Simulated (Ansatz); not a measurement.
**CuAu₃: how the free axis answers a strain**

CuAu₃, Pm-3m, a = 3.974 Å. The structure is a COD entry; whether it is the stable form wasn't checked. Ansatz: PBEsol, PAW, 420 eV, Γ-centred 14×14×14 mesh on 4 atoms, Gaussian smearing 0.10 eV; no spin polarisation. Series: uniaxial strain along a, with b, c and atoms relaxed; x is the strain in per cent. y is the change of c in per cent of 3.974 Å.

| x (%) | y (%) |
| --- | --- |
| -6.0 | ? |
| -4.0 | 1.91 |
| -2.0 | 0.91 |
| 0.0 | 0.00 |
| 2.0 | -0.85 |
| 4.0 | -1.58 |
| 6.0 | -2.24 |

Q: Fit y = c1 x + c2 x² to the other rows, say what c1 measures, and predict the missing y.

A: Least squares on the rows shown. y = −0.4364 x + 0.01041 x². So −c1 = 0.436 is Poisson's ratio for this pair of axes. At x = -6.0 the fit asked for gives 2.99 %. The run gave 2.99 %, the same to the digits shown.

Spin–orbit coupling is left out, which can shift energies with elements as heavy as these.